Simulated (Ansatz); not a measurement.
## Self-consistent states of Cu$_{2}$O from different starts

We look at Cu$_{2}$O: a measured crystal structure (space group Pn-3m), with 6 atoms per cell. Source: COD entry 1010963; the sample's temperature and pressure aren't taken into account, and it need not be the stable phase.

```
O Cu
1.0
     4.25800    0.00000    0.00000
     0.00000    4.25800    0.00000
     0.00000    0.00000    4.25800
O Cu
2 4
Direct
  0.00000 0.00000 0.00000
  0.50000 0.50000 0.50000
  0.25000 0.25000 0.25000
  0.25000 0.75000 0.75000
  0.75000 0.75000 0.25000
  0.75000 0.25000 0.75000
```

Numbers behind element symbols give the atom's place in this list.

These are results of DFT, r2SCAN, PAW, plane waves, scalar-relativistic in Ansatz, not measurements.

| Setting | Value |
| --- | --- |
| Plane-wave cutoff | 500 eV |
| k-point mesh | 5×5×5 (Γ-centred) |
| Occupations | Fermi–Dirac smearing, 0.02 eV |
| Valence electrons | 88 |

Gaps of semilocal functionals run low against measured ones.

Machine: 2 threads of Intel(R) Xeon(R) Platinum 8375C CPU @ 2.90GHz (shared host).

Plain SCF: the run stops at the first self-consistent solution.

```csv
start,iterations,wall time (s),final moments of Cu3 Cu4 Cu5 Cu6 (μB),total (μB),gap (eV),F − F(lowest) (meV/atom)
"parallel moments, plain SCF [Cu3 1.00, Cu4 1.00, Cu5 1.00, Cu6 1.00 μB]",20,9.6,0.00 0.00 0.00 0.00,0.00,0.77,0.0
"opposed moments +-++, plain SCF [Cu3 1.00, Cu4 -1.00, Cu5 1.00, Cu6 1.00 μB]",21,16,0.00 0.00 0.00 0.00,0.00,0.77,0.0
no spin polarisation,9,2.9,0.00 0.00 0.00 0.00,0.00,0.77,0.0
"spin on, no moments given (the program may seed its own), plain SCF",13,4.5,0.00 0.00 0.00 0.00,0.00,0.77,0.0
"parallel moments scaled by 1.5, plain SCF [Cu3 1.50, Cu4 1.50, Cu5 1.50, Cu6 1.50 μB]",20,9.6,0.00 0.00 0.00 0.00,0.00,0.77,0.0
```

The 5 converged runs end in 1 distinct state. The lowest is non-magnetic, a gap of 0.77 eV on the k-mesh; it was reached by 5 starts. Spin polarisation gains nothing here: every starting moment dies out. The search isn't exhaustive: larger magnetic cells and non-collinear orders weren't tried.
